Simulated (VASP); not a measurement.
# Ir (P6_3/mmc) in VASP: a series of runs

One crystal, Ir, is run at these levels: TB-mBJ, LDA; tasks: band structure, equation of state.

All numbers are computed with VASP 6.6.1; they aren't measurements. Logs are shortened: lines on timing, memory, paths and dates and some standing lists are left out, and cuts for length are marked.

### Step 1. Starting point

Symmetry: P6_3/mmc, No. 194, hexagonal system. Conventional cell: a = 2.751 Å, b = 2.751 Å, c = 4.462 Å, α = 90.00°, β = 90.00°, γ = 120.00°. Ir (site symmetry -6m2) has 12 Ir at 2.74 to 2.75 Å as nearest neighbours.

This isn't the form of Ir at room conditions, which is fcc.

### Step 2. Band structure, TB-mBJ

The input, POSCAR:

```
Ir
1.0
    2.7513778946      0.0000000000      0.0000000000
   -1.3756889473      2.3827631521      0.0000000000
    0.0000000000      0.0000000000      4.4622900000
Ir
2
Direct
    0.3333333333      0.6666666667      0.2500000000
    0.6666666667      0.3333333333      0.7500000000
```

The input, INCAR.step1:

```
SYSTEM = Ir
PREC = Accurate
ENCUT = 520
EDIFF = 1E-5
ISMEAR = -1
SIGMA = 0.05
LREAL = .FALSE.
LASPH = .TRUE.
NELM = 100
ALGO = Normal
ISIF = 2
LWAVE = .TRUE.
LCHARG = .FALSE.
LMAXMIX = 4
NBANDS = 16
GGA = PE
```

The input, INCAR.step2:

```
SYSTEM = Ir
PREC = Accurate
ENCUT = 520
EDIFF = 1E-6
ISMEAR = -1
SIGMA = 0.05
LREAL = .FALSE.
LASPH = .TRUE.
NELM = 100
ALGO = Normal
ISIF = 2
LWAVE = .FALSE.
LCHARG = .FALSE.
LMAXMIX = 4
METAGGA = MBJ
NBANDS = 16
ISTART = 1
```

The input, KPOINTS:

```
Automatic mesh
0
G
  11 11 6
  0 0 0
```

The input, KPOINTS_OPT:

```
path GMKGALHA,LM,KH
10
line-mode
reciprocal
 0.0000000000  0.0000000000  0.0000000000  G
 0.5000000000  0.0000000000  0.0000000000  M

 0.5000000000  0.0000000000  0.0000000000  M
 0.3333333333  0.3333333333  0.0000000000  K

 0.3333333333  0.3333333333  0.0000000000  K
 0.0000000000  0.0000000000  0.0000000000  G

 0.0000000000  0.0000000000  0.0000000000  G
 0.0000000000  0.0000000000  0.5000000000  A

 0.0000000000  0.0000000000  0.5000000000  A
 0.5000000000  0.0000000000  0.5000000000  L

 0.5000000000  0.0000000000  0.5000000000  L
 0.3333333333  0.3333333333  0.5000000000  H

 0.3333333333  0.3333333333  0.5000000000  H
 0.0000000000  0.0000000000  0.5000000000  A

 0.5000000000  0.0000000000  0.5000000000  L
 0.5000000000  0.0000000000  0.0000000000  M

 0.3333333333  0.3333333333  0.0000000000  K
 0.3333333333  0.3333333333  0.5000000000  H
```

Potentials or basis: VASP PAW PBE potentials, release 64 (Ir).

Started as:

```console
> cat potpaw_PBE.64/Ir/POTCAR > POTCAR
> cp INCAR.step1 INCAR
> mpirun -np 1 vasp_std > vasp.out
> cp INCAR.step2 INCAR
> mpirun -np 1 vasp_std > vasp.out
```

OUTCAR:

```text
SYSTEM = Ir
   PREC = Accurate
   ENCUT = 520
   EDIFF = 1E-6
   ISMEAR = -1
   LREAL = .FALSE.
   LASPH = .TRUE.
   NELM = 100
   ISIF = 2
   METAGGA = MBJ
   ISTART = 1

 ion  position               nearest neighbor table
   1  0.333  0.667  0.250-   2 2.74   2 2.74   2 2.74   2 2.74   2 2.74   2 2.74
   2  0.667  0.333  0.750-   1 2.74   1 2.74   1 2.74   1 2.74   1 2.74   1 2.74

  LATTYP: Found a hexagonal cell.
 ALAT       =     2.7513778946
 C/A-ratio  =     1.6218382828

  Lattice vectors:

 A1 = (   2.7513778946,   0.0000000000,   0.0000000000)
 A2 = (  -1.3756889473,   2.3827631521,   0.0000000000)
 A3 = (   0.0000000000,   0.0000000000,   4.4622900000)

Analysis of symmetry for initial positions (statically):
=====================================================================
 Subroutine PRICEL returns:
 Original cell was already a primitive cell.

 Routine SETGRP: Setting up the symmetry group for a
 hexagonal supercell.

 Subroutine GETGRP returns: Found 24 space group operations
 (whereof 12 operations were pure point group operations)
 out of a pool of 24 trial point group operations.

The static configuration has the point symmetry D_3d.
 The point group associated with its full space group is D_6h.

Analysis of symmetry for dynamics (positions and initial velocities):
=====================================================================
 Subroutine PRICEL returns:
 Original cell was already a primitive cell.

 Routine SETGRP: Setting up the symmetry group for a
 hexagonal supercell.

 Subroutine GETGRP returns: Found 24 space group operations
 (whereof 12 operations were pure point group operations)
 out of a pool of 24 trial point group operations.

The dynamic configuration has the point symmetry D_3d.
 The point group associated with its full space group is D_6h.

 Subroutine INISYM returns: Found 24 space group operations
 (whereof 12 operations are pure point group operations),
 and found     1 'primitive' translations

----------------------------------------------------------------------------------------

                                     Primitive cell

  volume of cell :      29.2542

  direct lattice vectors                    reciprocal lattice vectors
     2.751377895  0.000000000  0.000000000     0.363454254  0.209840411  0.000000000
    -1.375688947  2.382763152  0.000000000     0.000000000  0.419680823  0.000000000
     0.000000000  0.000000000  4.462290000     0.000000000  0.000000000  0.224100182

  length of vectors
     2.751377895  2.751377895  4.462290000     0.419680823  0.419680823  0.224100182

  position of ions in fractional coordinates (direct lattice)
     0.333333333  0.666666667  0.250000000
     0.666666667  0.333333333  0.750000000

  ion indices of the primitive-cell ions
   primitive index   ion index
                 1           1
                 2           2

----------------------------------------------------------------------------------------

 KPOINTS: Automatic mesh

Automatic generation of k-mesh.
 Grid dimensions read from file:
 generate k-points for:   11   11    6

 Generating k-lattice:

  Cartesian coordinates                     Fractional coordinates (reciprocal lattice)
     0.033041296  0.019076401  0.000000000     0.090909091 -0.000000000  0.000000000
     0.000000000  0.038152802  0.000000000     0.000000000  0.090909091  0.000000000
     0.000000000  0.000000000  0.037350030     0.000000000  0.000000000  0.166666667

  Length of vectors
     0.038152802  0.038152802  0.037350030

  Shift w.r.t. Gamma in fractional coordinates (k-lattice)
     0.000000000  0.000000000  0.000000000

 Subroutine IBZKPT returns following result:
 ===========================================

 Found     64 irreducible k-points:

 Following reciprocal coordinates:
            Coordinates               Weight
  0.000000  0.000000  0.000000      1.000000
  0.090909 -0.000000  0.000000      6.000000
  0.181818 -0.000000  0.000000      6.000000
  0.272727 -0.000000  0.000000      6.000000
  0.363636 -0.000000  0.000000      6.000000
  0.454545 -0.000000  0.000000      6.000000
[... 16 lines left out ...]
  0.090909  0.090909  0.166667     12.000000
  0.181818  0.090909  0.166667     24.000000
 [... further k-points ...]
   k-points           NKPTS =     64   k-points in BZ     NKDIM =     64   number of bands    NBANDS=     16
   number of dos      NEDOS =    301   number of ions     NIONS =      2
   total plane-waves  NPLWV =  14400
   dimension x,y,z NGX =    20 NGY =   20 NGZ =   36
   dimension x,y,z NGXF=    40 NGYF=   40 NGZF=   72
   ions per type =               2
   NGX,Y,Z   is equivalent  to a cutoff of  12.08, 12.08, 13.41 a.u.
   NGXF,Y,Z  is equivalent  to a cutoff of  24.17, 24.17, 26.82 a.u.
 SYSTEM =  Ir
   PREC   = accura    normal or accurate (medium, high low for compatibility)
   ISTART =      1    job   : 0-new  1-cont  2-samecut
   ICHARG =      0    charge: 1-file 2-atom 10-const
[... 45 lines left out ...]

  energy without entropy =     1876.11052147  energy(sigma->0) =     1876.09681443

 E-fermi :  10.3625     XC(G=0): -12.9352

 val. band max:       10.3437822237   @ k =   0.3636  -0.0000   0.3333
 cond. band min:      10.3625382934   @ k =   0.3636  -0.0000   0.0000
 fundamental gap:      0.0187560697
 Fermi energy:        10.3624797536

 k-point     1 :       0.0000    0.0000    0.0000
  band No.  band energies     occupation
      1      -0.2720      2.00000
      2       2.6359      2.00000
      3       6.6311      2.00000
      4       6.7365      2.00000
      5       6.7365      2.00000
      6       7.3464      2.00000
[... 8 lines left out ...]
     15      26.8610      0.00000
     16      27.8604      0.00000

 k-point     2 :       0.0909   -0.0000    0.0000
  band No.  band energies     occupation
      1       0.0396      2.00000
      2       2.9078      2.00000
      3       6.2238      2.00000
      4       6.9942      2.00000
      5       7.0661      2.00000
      6       7.2161      2.00000
[... 8 lines left out ...]
     15      27.2577      0.00000
     16      28.2976      0.00000

 k-point     3 :       0.1818   -0.0000    0.0000
  band No.  band energies     occupation
      1       0.9032      2.00000
      2       3.5446      2.00000
      3       5.7545      2.00000
      4       6.4451      2.00000
      5       6.7799      2.00000
      6       7.4920      2.00000
[... 8 lines left out ...]
     15      27.5755      0.00000
     16      28.1632      0.00000

 k-point     4 :       0.2727   -0.0000    0.0000
  band No.  band energies     occupation
      1       2.0539      2.00000
      2       3.8188      2.00000
      3       5.2233      2.00000
      4       5.8244      2.00000
      5       6.6388      2.00000
      6       7.0365      2.00000
[... 8 lines left out ...]
     15      25.7584      0.00000
     16      26.0612      0.00000

 k-point     5 :       0.3636   -0.0000    0.0000
  band No.  band energies     occupation
      1       2.9429      2.00000
      2       3.5291      2.00000
      3       4.3575      2.00000
      4       6.3661      2.00000
      5       6.6757      2.00000
      6       7.1602      2.00000
[... 8 lines left out ...]
     15      23.5948      0.00000
     16      24.8411      0.00000

 k-point     6 :       0.4545   -0.0000    0.0000
  band No.  band energies     occupation
      1       3.1986      2.00000
      2       3.3346      2.00000
      3       3.9123      2.00000
      4       6.4798      2.00000
      5       7.0399      2.00000
      6       7.0852      2.00000
[... 8 lines left out ...]
     15      22.1091      0.00000
     16      22.1858      0.00000
[... 267 lines left out ...]
 k-point    21 :       0.3636   -0.0000    0.1667
  band No.  band energies     occupation
      1       2.8280      2.00000
      2       3.6228      2.00000
      3       4.6632      2.00000
      4       5.5972      2.00000
      5       6.8730      2.00000
      6       7.1493      2.00000
[... 8 lines left out ...]
     15      24.2262      0.00000
     16      24.4453      0.00000

 k-point    22 :       0.4545   -0.0000    0.1667
  band No.  band energies     occupation
      1       2.9084      2.00000
      2       3.3319      2.00000
      3       4.5353      2.00000
      4       5.5642      2.00000
      5       6.7021      2.00000
      6       7.5345      2.00000
[... 8 lines left out ...]
     15      22.9016      0.00000
     16      23.2929      0.00000

 k-point    23 :       0.0909    0.0909    0.1667
  band No.  band energies     occupation
      1       0.9067      2.00000
      2       3.4444      2.00000
      3       5.8626      2.00000
      4       6.2420      2.00000
      5       6.7251      2.00000
      6       7.1829      2.00000
[... 8 lines left out ...]
     15      27.4844      0.00000
     16      27.7801      0.00000

 k-point    24 :       0.1818    0.0909    0.1667
  band No.  band energies     occupation
      1       1.8907      2.00000
      2       4.1092      2.00000
      3       5.3395      2.00000
      4       5.5378      2.00000
      5       6.4558      2.00000
      6       7.0579      2.00000
[... 8 lines left out ...]
     15      25.6829      0.00000
     16      26.9943      0.00000

 [... further k-points ...]
[... 5 lines left out ...]
  --------------------------------------------------------------------------------------
  -------------------------------------------------------------------------------------
  Total       28.6524227     28.6524227     28.9512698     -0.0000000     -0.0000000      0.0000000
  in kB     1569.2170619   1569.2170618   1585.5841242     -0.0000000     -0.0000000      0.0000000
  external PRESSURE =    1574.6727493 kB  Pullay stress =       0.0000000 kB

 VOLUME and BASIS-vectors are now :
 -----------------------------------------------------------------------------
  energy-cutoff  :      520.00
  volume of cell :       29.25
      direct lattice vectors                 reciprocal lattice vectors
     2.751377895  0.000000000  0.000000000     0.363454254  0.209840411  0.000000000
    -1.375688947  2.382763152  0.000000000     0.000000000  0.419680823  0.000000000
     0.000000000  0.000000000  4.462290000     0.000000000  0.000000000  0.224100182

 POSITION                                       TOTAL-FORCE (eV/Angst)
 -----------------------------------------------------------------------------------
     -0.00000      1.58851      1.11557        -0.000000      0.000000      0.000000
      1.37569      0.79425      3.34672         0.000000     -0.000000      0.000000
 -----------------------------------------------------------------------------------
    total drift:                                0.000000     -0.000000     -0.000000

  FREE ENERGIE OF THE ION-ELECTRON SYSTEM (eV)
  ---------------------------------------------------
  free  energy   TOTEN  =      1876.0831073887 eV

  energy  without entropy=     1876.1105214652  energy(sigma->0) =     1876.09681443
```

Wall time 49 s (1 thread of Intel Xeon Platinum 8488C (Sapphire Rapids), shared host); peak memory 0.18 GiB.

What came out:

- Band gap along the path: none (metal or under the smearing width)

Levels at the corners of the path, in eV from the Fermi level:
```tsv
point	band 6	band 7	band 8	band 9	band 10	band 11
Γ	-3.02	-3.02	-2.27	-2.27	-0.43	0.26
M	-3.11	-2.80	0.66	0.90	1.05	2.92
M	-3.11	-2.80	0.66	0.90	1.05	2.92
K	-3.99	-2.26	-0.04	-0.04	0.28	4.55
K	-3.99	-2.26	-0.04	-0.04	0.28	4.55
Γ	-3.02	-3.02	-2.27	-2.27	-0.43	0.26
Γ	-3.02	-3.02	-2.27	-2.27	-0.43	0.26
A	-3.75	-3.75	-3.75	-0.46	-0.46	-0.46
A	-3.75	-3.75	-3.75	-0.46	-0.46	-0.46
L	-2.02	-0.76	-0.76	0.90	0.90	2.11
L	-2.02	-0.76	-0.76	0.90	0.90	2.11
H	-3.88	-2.27	-2.27	0.30	0.30	7.17
H	-3.88	-2.27	-2.27	0.30	0.30	7.17
A	-3.75	-3.75	-3.75	-0.46	-0.46	-0.46
L	-2.02	-0.76	-0.76	0.90	0.90	2.11
M	-3.11	-2.80	0.66	0.90	1.05	2.92
K	-3.99	-2.26	-0.04	-0.04	0.28	4.55
H	-3.88	-2.27	-2.27	0.30	0.30	7.17
```

Caveat: the PAW data sets were made with another functional, which shifts forces and pressure a little; spin-orbit coupling is left out, which moves the levels of the heavy elements.

### Step 3. Equation of state, LDA, 13.44 Å³/atom (a relaxed cell with its volume scaled by 0.96)

The input, INCAR:

```
SYSTEM = Ir
PREC     = Accurate       ! precision mode
ENCUT    = 520            ! plane-wave cutoff, eV
EDIFF    = 1E-7           ! SCF threshold, eV
ISMEAR   = -1             ! smearing method
SIGMA    = 0.05           ! smearing width, eV
LREAL    = .False.        ! projectors in reciprocal space
LASPH    = .True.         ! aspherical terms in the spheres
NELM     = 100            ! most SCF steps
ALGO     = Normal         ! electronic algorithm
ISIF     = 2              ! what is computed and relaxed
LWAVE    = .False.        ! write WAVECAR
LCHARG   = .False.        ! write CHGCAR
```

The input, KPOINTS:

```
regular mesh
0
Gamma
  10 10 6
  0 0 0
```

The input, POSCAR:

```
Ir                                      
1.0
    2.6649056017     -0.0000000000      0.0000000000
   -1.3324528009      2.3078759498     -0.0000000000
   -0.0000000000      0.0000000000      4.3692643207
  Ir            
     2
Direct
     0.3333333332999970    0.6666666667000030    0.2500000000000000
     0.6666666667000030    0.3333333332999970    0.7500000000000000
```

Potentials or basis: VASP PAW LDA potentials, release 64 (Ir).

Started as:

```console
> cat potpaw_LDA.64/Ir/POTCAR > POTCAR
> mpirun -np 1 vasp_std > vasp.out
```

Run time: 9.9 s. Hardware: 1 thread of AMD EPYC 7R43 (Zen 3), shared host; peak memory 0.1 GiB.

It converged, with:

| Item | Value |
| --- | --- |
| Free energy | -20.4441 eV |
| Pressure | 17.9 GPa |
| Band gap on the k mesh | none (metal or under the smearing width) |

### Step 4. Equation of state, LDA, 13.72 Å³/atom (a relaxed cell with its volume scaled by 0.98)

INCAR is that of step 3.

KPOINTS is that of step 3.

The input, POSCAR:

```
Ir                                      
1.0
    2.6832848419     -0.0000000000      0.0000000000
   -1.3416424209      2.3237928386     -0.0000000000
   -0.0000000000      0.0000000000      4.3993981304
  Ir            
     2
Direct
     0.3333333332999970    0.6666666667000030    0.2500000000000000
     0.6666666667000030    0.3333333332999970    0.7500000000000000
```

Started as:

```console
> cat potpaw_LDA.64/Ir/POTCAR > POTCAR
> mpirun -np 1 vasp_std > vasp.out
```

Run time: 12 s. Hardware: 1 thread of AMD EPYC 7R43 (Zen 3), shared host; peak memory 0.11 GiB.

It converged, with:

- Free energy: -20.4901 eV
- Pressure: 8.4 GPa
- Band gap on the k mesh: none (metal or under the smearing width)

### Step 5. Equation of state, LDA, 14.00 Å³/atom

INCAR is that of step 4.

KPOINTS is that of step 4.

The input, POSCAR:

```
Ir                                      
1.0
    2.7014156948     -0.0000000000      0.0000000000
   -1.3507078474      2.3394946179     -0.0000000000
   -0.0000000000      0.0000000000      4.4291246951
  Ir            
     2
Direct
     0.3333333332999970    0.6666666667000030    0.2500000000000000
     0.6666666667000030    0.3333333332999970    0.7500000000000000
```

Started as:

```console
> cat potpaw_LDA.64/Ir/POTCAR > POTCAR
> mpirun -np 1 vasp_std > vasp.out
```

Wall time 12 s (1 thread of AMD EPYC 7R43 (Zen 3), shared host); peak memory 0.11 GiB.

The run converged. Its results:

```yaml
Free_energy: -20.5047 eV
Pressure: -0.1 GPa
Band_gap_on_the_k_mesh: none (metal or under the smearing width)
```

### Step 6. Equation of state, LDA, 14.28 Å³/atom (a relaxed cell with its volume scaled by 1.02)

INCAR is that of step 5.

KPOINTS is that of step 5.

The input, POSCAR:

```
Ir                                      
1.0
    2.7193063864     -0.0000000000      0.0000000000
   -1.3596531932      2.3549884112     -0.0000000000
   -0.0000000000      0.0000000000      4.4584575016
  Ir            
     2
Direct
     0.3333333332999970    0.6666666667000030    0.2500000000000000
     0.6666666667000030    0.3333333332999970    0.7500000000000000
```

Potentials or basis: VASP PAW LDA potentials, release 64 (Ir).

Started as:

```console
> cat potpaw_LDA.64/Ir/POTCAR > POTCAR
> mpirun -np 1 vasp_std > vasp.out
```

It took 12 s on 1 thread of AMD EPYC 7R43 (Zen 3), shared host; peak memory 0.11 GiB.

The run converged. Its results:

```
Free energy            : -20.4913 eV
Pressure               : -7.6 GPa
Band gap on the k mesh : none (metal or under the smearing width)
```

### Step 7. Equation of state, LDA, 14.56 Å³/atom (a relaxed cell with its volume scaled by 1.04)

INCAR is that of step 6.

KPOINTS is that of step 6.

The input, POSCAR:

```
Ir                                      
1.0
    2.7369647148     -0.0000000000      0.0000000000
   -1.3684823574      2.3702809723     -0.0000000000
   -0.0000000000      0.0000000000      4.4874093356
  Ir            
     2
Direct
     0.3333333332999970    0.6666666667000030    0.2500000000000000
     0.6666666667000030    0.3333333332999970    0.7500000000000000
```

Started as:

```console
> cat potpaw_LDA.64/Ir/POTCAR > POTCAR
> mpirun -np 1 vasp_std > vasp.out
```

It took 13 s on 1 thread of AMD EPYC 7R43 (Zen 3), shared host; peak memory 0.11 GiB.

The run converged. Its results:

| Item | Value |
| --- | --- |
| Free energy | -20.4533 eV |
| Pressure | -14.2 GPa |
| Band gap on the k mesh | none (metal or under the smearing width) |

### Step 8. Equation of state, LDA

This run uses another cell than the first one, of 14.00 Å³/atom, 0.957 times its volume.

Potentials or basis: VASP PAW LDA potentials, release 64 (Ir).

This step only gathers the single runs of the series.

Results:

```yaml
Equilibrium_volume: 14.00 Å³/atom
Bulk_modulus_at_fixed_shape_and_positions: 398 GPa
Pressure_derivative_of_the_bulk_modulus: "5.0 (rough: it moves with the points fitted)"
```

Energy against volume, from the lowest point:
```tsv
volume (Å³/atom)	energy (meV/atom)
13.436	30.26
13.716	7.27
13.996	0.00
14.276	6.67
14.556	25.68
```

Caveat: the cell was scaled at fixed shape and fractional positions, which overstates the stiffness of a crystal with free parameters, most of all of layers and chains. Spin-orbit coupling is left out, which matters for the levels of Ir.
